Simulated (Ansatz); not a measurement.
# Hf2C: the cost of one run

Computed with Ansatz 0.2.0 (DFT PBE, scalar-relativistic, plane waves, PAW, unless a step's input says otherwise).

## 1. The system as given

Symmetry: P6/mmm, No. 191, hexagonal system. Conventional cell: a = 3.604 Å, b = 3.604 Å, c = 3.892 Å, α = 90.00°, β = 90.00°, γ = 120.00°. Hf (site symmetry -6m2) is surrounded by 3 Hf at 2.08 Å and 6 C at 2.85 Å. C (site symmetry 6/mmm) has 12 Hf at 2.85 Å as nearest neighbours.

Coordinates:

```cif
data_structure
_symmetry_space_group_name_H-M 'P 1'
_symmetry_Int_Tables_number 1
_cell_length_a 3.6044
_cell_length_b 3.6044
_cell_length_c 3.8918
_cell_angle_alpha 90.000
_cell_angle_beta 90.000
_cell_angle_gamma 120.000
_cell_volume 43.79
loop_
_atom_site_label
_atom_site_type_symbol
_atom_site_fract_x
_atom_site_fract_y
_atom_site_fract_z
_atom_site_occupancy
Hf1 Hf 0.33333 0.66667 0.50000 1
Hf2 Hf 0.66667 0.33333 0.50000 1
C1 C 0.00000 0.00000 0.00000 1
```

This is candidate A: AlB2 type (P6/mmm, No. 191).

(A quick probe on a coarse mesh, which set the mesh and smearing, is not shown.)

## 3. A loose first relaxation (candidate A)

The input, input.yaml:

```yaml
crystal:
  lattice:
    - [3.6043980271, 0.0, 0.0]
    - [-1.8021990136, 3.1215002569, 0.0]
    - [0.0, 0.0, 3.8917918898]
  atoms:
    - { symbol: Hf, position: [0.3333333333, 0.6666666667, 0.5] }
    - { symbol: Hf, position: [0.6666666667, 0.3333333333, 0.5] }
    - { symbol: C, position: [0.0, 0.0, 0.0] }
basis:
  ecutwfc: 420
kpoints:
  mp_grid: { grid: [6, 6, 4] }
hamiltonian:
  xc: pbe
scf:
  occupations: { method: gaussian, width: 0.1 }
  lower_state_search: "off"
output:
  forces: true
  stress: true
  eigenvalues: true
relax:
  adjacent_minimum: "off"
  f_tol: 0.04
  max_steps: 70
  cell: { stress_tol: 0.4 }
```

The run is started by

```
> ansatz run input.yaml --threads 1 --pin off --max-ram 2560MiB --backend cpu --events-out ev --progress --plain --runs-dir out
```

What time and memory should one allow on 1 thread of Intel Xeon Platinum 8259CL at 2.50GHz (Skylake/Cascade Lake), shared host?

About 78 s, with a peak of 0.41 GiB.
